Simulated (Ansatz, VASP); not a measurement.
One calculation of SnO2, two programs

Contents of INCAR:

```
PREC = Accurate ; ENCUT = 520
EDIFF = 1E-6 ; ISMEAR = -1
SIGMA = 0.03 ; LREAL = False
LASPH = True ; NELM = 100
ALGO = Normal ; ISIF = 2
LWAVE = False ; LCHARG = False
GGA = CA ; NBANDS = 35
```

KPOINTS

```
Automatic mesh
0
Gamma
  4 4 6
```

Contents of POSCAR:

```
SnO2
1.0
    4.7847235000      0.0000000000      0.0000000000
    0.0000000000      4.7847235000      0.0000000000
    0.0000000000      0.0000000000      3.1864000000
Sn O
2 4
Direct
    0.0000000000      0.0000000000      0.0000000000
    0.5000000000      0.5000000000      0.5000000000
    0.3056200000      0.3056200000      0.0000000000
    0.1943800000      0.8056200000      0.5000000000
    0.6943800000      0.6943800000      0.0000000000
    0.8056200000      0.1943800000      0.5000000000
```

Input for Ansatz:

```yaml
crystal:
  lattice:
    - [4.7847235, 0.0, 0.0]
    - [0.0, 4.7847235, 0.0]
    - [0.0, 0.0, 3.1864]
  atoms:
    - { symbol: Sn, position: [0.0, 0.0, 0.0] }
    - { symbol: Sn, position: [0.5, 0.5, 0.5] }
    - { symbol: O, position: [0.30562, 0.30562, 0.0] }
    - { symbol: O, position: [0.19438, 0.80562, 0.5] }
    - { symbol: O, position: [0.69438, 0.69438, 0.0] }
    - { symbol: O, position: [0.80562, 0.19438, 0.5] }
kpoints:
  mp_grid: { grid: [4, 4, 6] }
  band_path:
    path:
      - [0.0, 0.0, 0.0]
      - [0.0, 0.5, 0.0]
      - [0.5, 0.5, 0.0]
      - [0.0, 0.0, 0.0]
      - [0.0, 0.0, 0.5]
      - [0.0, 0.5, 0.5]
      - [0.5, 0.5, 0.5]
      - [0.0, 0.0, 0.5]
      - [0.0, 0.5, 0.0]
    npoints: 5
scf:
  occupations: { method: fermi_dirac, width: 0.03 }
hamiltonian:
  xc: lda
  pseudopotentials: { kind: all_electron, lapw: { basis_error: 0.001 } }
output:
  forces: true
  stress: true
  eigenvalues: true
```

Change from the starting cell: equal xx and yy strain of +1 %.

Alike in both runs: task single point; functional LDA; k mesh 4 × 4 × 6; occupations fermi-dirac, width 0.03 eV; no spin polarisation.

```csv
,VASP,Ansatz
version,VASP 6.6.1,Ansatz 0.2.0
potentials or method,"VASP PAW LDA potentials, release 64 (Sn_d, O)","all-electron LAPW, scalar-relativistic"
plane-wave cutoff (eV),520,see its input
```

```csv
,VASP,Ansatz,Ansatz less VASP
pressure (GPa),-3.7,-4.5,-0.87
largest component of the traceless stress (GPa),1.37,1.08,-0.290
rms of the force components (eV/Å),0.041,0.052,+0.0120
```

Atom by atom the forces differ by 0.012 eV/Å (rms over components). Ansatz ran all-electron here, so the differences hold the error of VASP's frozen core and of both bases.

Caveats: spin-orbit coupling is left out, which moves the levels of the heavy elements.
